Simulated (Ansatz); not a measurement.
BN:

```
CELL_PARAMETERS angstrom
0.00000 1.81300 1.81300
1.81300 0.00000 1.81300
1.81300 1.81300 0.00000
ATOMIC_POSITIONS crystal
N 0.25000 0.25000 0.25000
B 0.00000 0.00000 0.00000
```

The cell is a database's computed one.

- Program: Ansatz 0.2.0
- Task: relaxation of cell and atoms
- Functional: HSE03
- Potentials or basis: Ansatz PAW
- Cutoff: 420 eV (not typed: the program's choice for these potentials)
- k mesh: 7 × 7 × 7
- Occupations: fermi-dirac, width 0.05 eV
- Spin: no spin polarisation

At the start: volume 5.96 Å³/atom.

Q: Where does the relaxation end?

A: It ends after 7 steps and the volume is 5.82 Å³/atom (-2.4 %); space group F-43m (No. 216, to 0.05 Å).

The path:
```tsv
step	energy change (eV)	largest force (eV/Å)	volume (Å³)
1	0.0000	0.0000	11.92
2	-0.0077	0.0000	11.75
3	-0.0095	0.0000	11.64
4	-0.0095	0.0000	11.64
5	-0.0085	0.0000	11.64
6	-0.0085	0.0000	11.64
7	-0.0084	0.0000	11.64
```

Final structure:
```
N B
1.0
     0.00000    1.79866    1.79866
     1.79866    0.00000    1.79866
     1.79866    1.79866    0.00000
N B
1 1
Direct
  0.25000 0.25000 0.25000
  0.00000 0.00000 0.00000
```

Caveat: the k mesh is coarse (spacing up to 0.43 Å⁻¹), so the values aren't converged, least of all with exact exchange; the plane-wave basis is chosen anew once the cell has moved, so the energies of steps on either side of that aren't comparable; the pressure holds a Pulay correction of +0.9 GPa for the finite cutoff; the PAW data sets come from PBE, with cores solved anew for the run's functional, which leaves a small shift of forces and pressure.
